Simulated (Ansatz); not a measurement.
AlN: all-electron results

```
CELL_PARAMETERS angstrom
0.00000 1.97800 1.97800
1.97800 0.00000 1.97800
1.97800 1.97800 0.00000
ATOMIC_POSITIONS crystal
Al 0.00000 0.00000 0.00000
N 0.50000 0.50000 0.50000
```

Atom numbers follow the list: Al1, N2.

The cell comes from COD entry 1523095, which wasn't checked; take it as a given geometry.

Levels of theory: DFT, LDA, all-electron LAPW, scalar-relativistic (Ansatz 0.2.0); DFT, LDA, PAW with Ansatz's default frozen-core files, scalar-relativistic (Ansatz 0.2.0).

For LAPW: a Γ-centred 10×10×10 k mesh, Fermi–Dirac smearing of 0.02 eV, basis error target 1 meV/atom, no spin polarisation. PAW takes a cutoff of 420 eV at this cell (files made with PBE, cores remade for this functional). The Ansatz runs share mesh, smearing and spin set-up. Values come from LAPW unless marked.

| Item | Value |
| --- | --- |
| Pressure at this cell | 12.45 GPa |
| Band gap | 5.09 eV, indirect from Γ to X (0.5, 0, 0.5) |
| Smallest direct gap on the path | 6.74 eV |
| Löwdin charges (with 0.08 e of the cell spilling out of the atomic basis, so their sizes and signs hang on that basis) | Al1 1.05, N2 -0.97 e |
| Bader charges (from the PAW run) | Al1 +2.48, N2 -2.48 e |
| Volume per atom | 7.74 Å³ |
